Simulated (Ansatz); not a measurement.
**TaN, one cell by several methods**

```
Ta N
1.0
     5.18500   -0.02592   -0.02592
    -2.61495    4.50330   -0.00949
    -0.01454   -0.01454    2.90800
Ta N
3 3
Direct
  0.00000 0.00000 0.00000
  0.33333 0.66667 0.50000
  0.66667 0.33333 0.50000
  0.50000 0.00000 0.00000
  0.50000 0.50000 0.00000
  0.00000 0.50000 0.00000
```

Atoms are numbered in the order listed.

Conventional cell: a = 2.908 Å, b = 5.163 Å, c = 5.185 Å, α = 60.43°, β = 89.43°, γ = 89.22°. Ta (atom 1) has 6 N at 2.58 to 2.60 Å and 2 Ta at 2.91 Å as nearest neighbours. Ta (atom 2) is surrounded by 6 N at 2.07 to 2.10 Å. Around N (atom 4) lie 4 Ta at 2.08 to 2.10 Å. N (atom 5) has 4 Ta at 2.09 to 2.10 Å as nearest neighbours. N (atom 6) is surrounded by 4 Ta at 2.07 to 2.10 Å.

The geometry is COD entry 1539256, unchecked; take it as a test cell. The listed cell was then made from it by scaling, straining or moving an atom.

Spin–orbit coupling is left out, though it moves levels of the heavy atoms by tenths of an eV or more.

Methods: DFT, LDA, PAW with Ansatz's default frozen-core files, scalar-relativistic (Ansatz 0.2.0); DFT, LDA, all-electron PAW with datasets made for the crystal, scalar-relativistic (Ansatz 0.2.0); DFT, LDA, all-electron LAPW, scalar-relativistic (Ansatz 0.2.0).

For PAW: a Γ-centred 5×5×8 k mesh, Fermi–Dirac smearing of 0.03 eV, cutoff 420 eV, no spin polarisation; the PAW files were made with PBE, and the program remakes their frozen cores for this functional; the mesh is coarse along some axis. The crystal-made all-electron datasets (AE datasets) take a cutoff of 520 eV at this cell. LAPW targets a basis error of 0.5 meV/atom. The Ansatz runs share mesh, smearing and spin set-up. Plane-wave (PAW) pressures include the program's estimate of the Pulay term.

Stress and pressure are positive in compression.

The change that made this cell: equal xy, yz and zx engineering shear strains of -1 %.

Spin–orbit coupling is left out, which moves gradients at and beside heavy atoms by some per cent and at worst by a factor of two.

In a metal, gradients converge slowly with the k mesh: the values move by tens of per cent from one mesh to another, at times in sign, so only the comparison on one mesh counts.

```json
{"quantity": "pressure (GPa)", "PAW": "-4.63", "AE datasets": "-4.67", "LAPW": "-4.67"}
{"quantity": "stress xx (GPa)", "PAW": "-3.81", "AE datasets": "-3.82", "LAPW": "-3.81"}
{"quantity": "stress yy (GPa)", "PAW": "-3.71", "AE datasets": "-3.72", "LAPW": "-3.72"}
{"quantity": "stress zz (GPa)", "PAW": "-6.36", "AE datasets": "-6.49", "LAPW": "-6.48"}
{"quantity": "stress yz (GPa)", "PAW": "2.04", "AE datasets": "2.02", "LAPW": "2.02"}
{"quantity": "stress xz (GPa)", "PAW": "2.04", "AE datasets": "2.02", "LAPW": "2.02"}
{"quantity": "stress xy (GPa)", "PAW": "1.13", "AE datasets": "1.13", "LAPW": "1.13"}
{"quantity": "force on Ta2, x (eV/Å)", "PAW": "0.139", "AE datasets": "0.138", "LAPW": "0.137"}
{"quantity": "field gradient Vzz at Ta1 (10²¹ V/m²)", "PAW": "-45.62", "AE datasets": "-45.95", "LAPW": "–"}
{"quantity": "field gradient Vzz at Ta2 (10²¹ V/m²)", "PAW": "-38.68", "AE datasets": "-35.77", "LAPW": "–"}
```

PAW's pressure differs from the LAPW value by +0.05 GPa.
